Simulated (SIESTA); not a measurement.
Al2Cu (Khatyrkite):

```
Cu Al
1.0
    -3.03350    3.03350    2.43850
     3.03350   -3.03350    2.43850
     3.03350    3.03350   -2.43850
Cu Al
2 4
Direct
  0.25000 0.25000 0.00000
  0.75000 0.75000 0.00000
  0.34190 0.15810 0.50000
  0.84190 0.34190 0.18380
  0.65810 0.84190 0.50000
  0.15810 0.65810 0.81620
```

Base run:

```yaml
Program: SIESTA 5.4.2
Functional: PBEsol
Potentials_or_basis: PseudoDojo 0.4 standard (PBEsol files)
Basis: SZP (energy shift 0.003 Ry)
Grid_cutoff: 800 Ry
Energy_shift: 0.003 Ry
k_mesh: 7 × 7 × 7
Occupations: fermi-dirac, width 0.05 eV
Spin: no spin polarisation
```

Its results: band gap on the k mesh none (metal or under the smearing width); pressure 1.3 GPa; largest force 0.080 eV/Å.

Question: The run is repeated on the same cell with these changes: basis from SZP (energy shift 0.003 Ry) to TZP (energy shift 0.003 Ry; two zetas on semicore shells). What comes out?

Answer: Band gap on the k mesh none (metal or under the smearing width); pressure -3.6 GPa; largest force 0.050 eV/Å.

Caveats: short orbitals over semicore shells can move pressures by several GPa; the basis of atomic orbitals isn't converged, which shifts pressures, moduli and gaps.
